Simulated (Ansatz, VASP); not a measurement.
One calculation of LiCl, two programs

File INCAR:

```
SYSTEM = LiCl
  ALGO = Normal
  EDIFF = 1E-7
  ENCUT = 520
  GGA = PE
  ISIF = 2
  ISMEAR = 0
  LASPH = .True.
  LCHARG = .False.
  LREAL = .False.
  LWAVE = .False.
  NBANDS = 12
  NELM = 80
  PREC = Accurate
  SIGMA = 0.05
```

The input KPOINTS:

```
k-points
0
Gamma
  8 8 8
  0 0 0
```

Contents of POSCAR:

```
LiCl
1.0
    0.0000000000      2.5998980650      2.4959021424
    2.5998980650      0.0000000000      2.4959021424
    2.5998980650      2.5998980650      0.0000000000
Li Cl
1 1
Direct
    0.0000000000      0.0000000000      0.0000000000
    0.5000000000      0.5000000000      0.5000000000
```

Input for Ansatz:

```yaml
crystal:
  lattice:
    - [0.0, 2.599898065, 2.4959021424]
    - [2.599898065, 0.0, 2.4959021424]
    - [2.599898065, 2.599898065, 0.0]
  atoms:
    - { symbol: Li, position: [0.0, 0.0, 0.0] }
    - { symbol: Cl, position: [0.5, 0.5, 0.5] }
basis:
  ecutwfc: 420
kpoints:
  mp_grid: { grid: [8, 8, 8] }
hamiltonian:
  xc: pbe
scf:
  occupations: { method: gaussian, width: 0.05 }
output:
  forces: true
  stress: true
  eigenvalues: true
```

Alike in both runs: task single point; functional PBE; k mesh 8 × 8 × 8; occupations gaussian, width 0.05 eV; no spin polarisation.

```csv
,VASP,Ansatz
version,VASP 6.6.1,Ansatz 0.2.0
potentials or method,"VASP PAW PBE potentials, release 64 (Li_sv, Cl)","scalar-relativistic, plane waves, PAW"
plane-wave cutoff (eV),520,420
valence electrons in the cell,10,10
```

|  | VASP | Ansatz | Ansatz less VASP |
| --- | --- | --- | --- |
| gap on the k mesh at the Fermi level (eV) | 6.30 | 6.29 | -0.012 |
| least direct gap on the mesh (eV) | 6.30 | 6.29 | -0.012 |

 As with any semilocal functional, this PBE gap is likely too small. A k mesh can miss the band edges.
